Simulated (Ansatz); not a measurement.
## Si$_{2}$W under strain

Computed with DFT PBE, scalar-relativistic, plane waves, PAW in Ansatz. Run with 420 eV cutoff, 12×12×6 k-mesh, Gaussian smearing of 0.10 eV, no spin polarisation.

Reference structure (relaxed):

```yaml
crystal:
  lattice:
    - [3.22900, 0.00000, 0.00000]
    - [0.00000, 3.22900, 0.00000]
    - [0.00000, 0.00000, 7.86683]
  atoms:
    - { symbol: Si, position: [0.00000, 0.00000, 0.33457] }
    - { symbol: Si, position: [0.50000, 0.50000, 0.16543] }
    - { symbol: Si, position: [0.50000, 0.50000, 0.83457] }
    - { symbol: Si, position: [0.00000, 0.00000, 0.66543] }
    - { symbol: W, position: [0.00000, 0.00000, 0.00000] }
    - { symbol: W, position: [0.50000, 0.50000, 0.50000] }
```

Deformation: uniaxial strain along c, with the lengths of a and b and the atoms relaxed and the angles held, all within the symmetry that the strain leaves. Energies are extrapolated to zero smearing. On this cell's mesh the reference holds a stress of up to 0.13 GPa.

Spin–orbit coupling is left out, which can shift energies with elements as heavy as these.

| strain (%) | ΔE (meV/atom) | a (Å) | b (Å) | c (Å) |
| --- | --- | --- | --- | --- |
| -4.5 | 49.4 | 3.256 | 3.256 | 7.513 |
| -3.0 | 21.0 | 3.247 | 3.247 | 7.631 |
| -1.5 | 5.1 | 3.238 | 3.238 | 7.749 |
| +0.0 | 0.0 | 3.229 | 3.229 | 7.867 |
| +1.5 | 4.3 | 3.221 | 3.221 | 7.985 |
| +3.0 | 16.8 | 3.213 | 3.213 | 8.103 |
| +4.5 | 36.3 | 3.205 | 3.205 | 8.221 |

Problem. What stiffness (1/V) d²E/dε² at zero strain does a cubic fit over all points give?

Solution. A cubic fit gives (1/V) d²E/dε² = 496 GPa at zero strain (Young's modulus along this axis, angles held).

Problem. How does the free axis a answer a small strain?

Solution. Between the innermost points its strain is -0.18 times the applied one.